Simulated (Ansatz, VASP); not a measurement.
# GaSb: VASP beside Ansatz

File INCAR:

```
SYSTEM = GaSb
PREC     = Accurate       ! precision mode
ENCUT    = 520            ! plane-wave cutoff, eV
EDIFF    = 1E-7           ! SCF threshold, eV
ISMEAR   = 0              ! smearing method
SIGMA    = 0.15           ! smearing width, eV
LREAL    = .False.        ! projectors in reciprocal space
LASPH    = .True.         ! aspherical terms in the spheres
NELM     = 100            ! most SCF steps
ALGO     = Normal         ! electronic algorithm
ISIF     = 2              ! what is computed and relaxed
LWAVE    = .False.        ! write WAVECAR
LCHARG   = .False.        ! write CHGCAR
GGA      = PE             ! functional
NBANDS   = 16             ! bands
```

KPOINTS

```
regular mesh
0
Gamma
  18 18 18
  0 0 0
```

The input POSCAR:

```
GaSb
1.0
   -1.5559010000      2.6750030000      2.8933130000
    1.5559010000     -2.6750030000      2.8933130000
    1.5559010000      2.6750030000     -2.8933130000
Ga Sb
1 1
Direct
    0.0000000000      0.0000000000      0.0000000000
    0.5000000000      0.5000000000      0.0000000000
```

Input for Ansatz:

```yaml
crystal:
  lattice:
    - [-1.555901, 2.675003, 2.893313]
    - [1.555901, -2.675003, 2.893313]
    - [1.555901, 2.675003, -2.893313]
  atoms:
    - { symbol: Ga, position: [0.0, 0.0, 0.0] }
    - { symbol: Sb, position: [0.5, 0.5, 0.0] }
basis:
  ecutwfc: 420
kpoints:
  mp_grid: { grid: [18, 18, 18] }
hamiltonian:
  xc: pbe
scf:
  occupations: { method: gaussian, width: 0.15 }
output:
  forces: true
  stress: true
  eigenvalues: true
```

Measurements of this composition are mostly on another form, of space group No. 216.

Alike in both runs: task single point; functional PBE; k mesh 18 × 18 × 18; occupations gaussian, width 0.15 eV; no spin polarisation.

|  | VASP | Ansatz |
| --- | --- | --- |
| version | VASP 6.6.1 | Ansatz 0.2.0 |
| potentials or method | VASP PAW PBE potentials, release 64 (Ga_d, Sb) | scalar-relativistic, plane waves, PAW |
| plane-wave cutoff (eV) | 520 | 420 |
| valence electrons in the cell | 18 | 28 |

Ansatz gave:

```
gap on the k mesh at the Fermi level (eV)       : none
pressure (GPa)                                  : 0.0
largest component of the traceless stress (GPa) : 1.08
```

What did VASP give for the same quantities?

gap on the k mesh at the Fermi level (eV): none; pressure (GPa): 0.0; largest component of the traceless stress (GPa): 1.06.

A gap of «none» marks a metal or a gap that the smearing closes. The functional is the same, so the differences come from potentials, cutoffs and numerics. The two sets of potentials don't hold the same shells in valence.

The runs have no spin-orbit coupling, so splittings on Sb are missing.
